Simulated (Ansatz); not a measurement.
## SnO₂: the gap under strain, fitted and tested

Plane-wave DFT in Ansatz, PBEsol, scalar-relativistic PAW potentials, cutoff 420 eV, no spin-orbit coupling; no spin polarisation. SnO₂ in space group P4_2/mnm. Biaxial strain in the a-b plane; c and atoms relaxed (conventional cell); Kohn–Sham gaps sought over the whole zone.

```tsv
strain (%)	space group	gap (eV)
-4.5	P4_2/mnm	1.353
-3.0	P4_2/mnm	1.203
-1.5	P4_2/mnm	1.058
+0.0	P4_2/mnm	0.920
+1.5	P4_2/mnm	0.797
+3.0	P4_2/mnm	?
+4.5	P4_2/mnm	0.620
```

Question: Fit the given gaps and predict the missing one.

Answer: Next to zero the slopes are -92 meV per % on the compressed side and -82 on the stretched side. No break shows at zero, so all given rows go into a parabola: E_g = 0.921 -0.0824 ε +0.00328 ε² eV (ε in %; scatter 5 meV). At +3.0 % this gives 0.703 eV; the run gave 0.696 eV, 7 meV away. The fit holds.

Cost: about 2.9 core-minutes for the runs cited, on Intel Xeon Platinum 8488C (Sapphire Rapids) (shared hosts).